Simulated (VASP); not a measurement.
Here is a VASP 6.6.1 calculation.

Contents of INCAR:

```
SYSTEM = BN
ALGO = Normal ; BPARAM = 11.95
CPARAM = 0.0093 ; EDIFF = 1E-7
EDIFFG = -0.002 ; ENCUT = 520
IBRION = 2 ; ISIF = 3
ISMEAR = 0 ; IVDW_NL = 2
LASPH = .TRUE. ; LCHARG = .FALSE.
LMIXTAU = .TRUE. ; LREAL = .FALSE.
LUSE_VDW = .TRUE. ; LWAVE = .FALSE.
METAGGA = R2SCAN ; NELM = 80
NSW = 80 ; PREC = Accurate
SIGMA = 0.02
```

The input KPOINTS:

```
k-points
0
G
  15 15 6
  0 0 0
```

Contents of POSCAR:

```
BN                                      
1.0
    2.5023299293     -0.0000000000     -0.0000000000
   -1.2511649646      2.1670812826      0.0000000000
   -0.0000000000      0.0000000000      6.4771214388
  B               N             
     2     2
Direct
     0.3333333300000021    0.6666666699999979    0.2500000000000000
     0.6666666699999979    0.3333333300000021    0.7500000000000000
     0.3333333300000021    0.6666666699999979    0.7500000000000000
     0.6666666699999979    0.3333333300000021    0.2500000000000000
```

Potentials or basis: VASP PAW PBE potentials, release 64 (B, N).

Launch:

```console
$ cat potpaw_PBE.64/B/POTCAR potpaw_PBE.64/N/POTCAR > POTCAR
$ mpirun -np 1 vasp_std > vasp.out
```

Q: What does it give for the relaxed cell?

A: a = 2.502 Å, b = 2.502 Å, c = 6.468 Å, α = 90.00°, β = 90.00°, γ = 120.00°.

Q: Estimate the relaxed volume.

A: 8.77 Å³/atom.

Q: Estimate the band gap on the k mesh.

A: 4.82 eV, indirect (least direct gap 5.19 eV).

Q: Predict the space group after relaxing (to 0.05 Å).

A: P6_3/mmc (No. 194).

Final structure:
```yaml
crystal:
  lattice:
    - [2.50244, 0.00000, 0.00000]
    - [-1.25122, 2.16717, 0.00000]
    - [0.00000, 0.00000, 6.46759]
  atoms:
    - { symbol: B, position: [0.33333, 0.66667, 0.25000] }
    - { symbol: B, position: [0.66667, 0.33333, 0.75000] }
    - { symbol: N, position: [0.33333, 0.66667, 0.75000] }
    - { symbol: N, position: [0.66667, 0.33333, 0.25000] }
```

Caveat: the PAW data sets were made with another functional, which shifts forces and pressure a little; an odd mesh through Γ misses points on the zone boundary, where band edges often lie.
